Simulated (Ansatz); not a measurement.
Consider the ligand exchange at the Si–O bond: `[F][In]([SH])[O][SiH3]` + `N=C(N)O` → `N=C(N)O[SiH3]` + `[OH][In]([F])[SH]`.

Gas-phase electronic energies from Ansatz, PBE0-D4/def2-TZVP geometries. CBS: MP2 limit from def2 TZ/QZ plus the TZ coupled-cluster correction, frozen cores. Functionals use def2-TZVPP. B3LYP here is the variant with VWN-RPA as its local correlation; programs differ in this. Elements past krypton have def2 core potentials. For In outer-core shells are correlated without core-valence functions, which leaves a few kJ/mol of doubt a bond. Each species was taken in one conformer, which may not be the lowest.

| level | ΔE (kJ/mol) | difference from CCSD(T)/CBS |
| --- | --- | --- |
| PBE-D4 | 11.9 | -7.4 |
| r2SCAN-D4 | 16.5 | -2.8 |
| PBE0-D4 | 16.9 | -2.4 |
| B3LYP-D4 | 15.6 | -3.7 |
| ωB97X-V | 18.7 | -0.6 |
| ωB97M-V | 17.9 | -1.4 |
| B2PLYP | 19.1 | -0.2 |
| PBE | 13.7 | -5.6 |
| r2SCAN | 17.0 | -2.3 |
| PBE0 | 18.4 | -0.9 |
| B3LYP | 18.5 | -0.8 |
| HF/def2-TZVPP | 31.3 | 12.0 |
| MP2/def2-TZVPP | 19.8 | 0.5 |
| SCS-MP2/def2-TZVPP | 21.5 | 2.2 |
| CCSD/def2-TZVPP | 22.1 | 2.8 |
| CCSD(T)/def2-TZVPP | 20.1 | 0.8 |
| HF/def2-QZVPP | 31.8 | 12.5 |
| MP2/def2-QZVPP | 19.5 | 0.2 |
| SCS-MP2/def2-QZVPP | 21.3 | 2.0 |
| HF/CBS(def2) | 31.9 | 12.6 |
| MP2/CBS(def2) | 19.0 | -0.3 |
| CCSD/CBS(def2) | 21.3 | 2.0 |
| CCSD(T)/CBS | 19.3 | 0 |

Largest T1 diagnostic among the species: 0.016.

In def2-TZVPP, CCSD(T) changes the Hartree–Fock value by −11.2 kJ/mol (the triples alone add −2.0 kJ/mol) and MP2 by −11.5 kJ/mol. From PBE to PBE0 (25 % exact exchange), in def2-TZVPP and without D4, ΔE moves by +4.7 kJ/mol.

CCSD(T)/CBS has its own doubt, a few kJ/mol and more with outer-core shells, so smaller differences from it don't rank the levels.
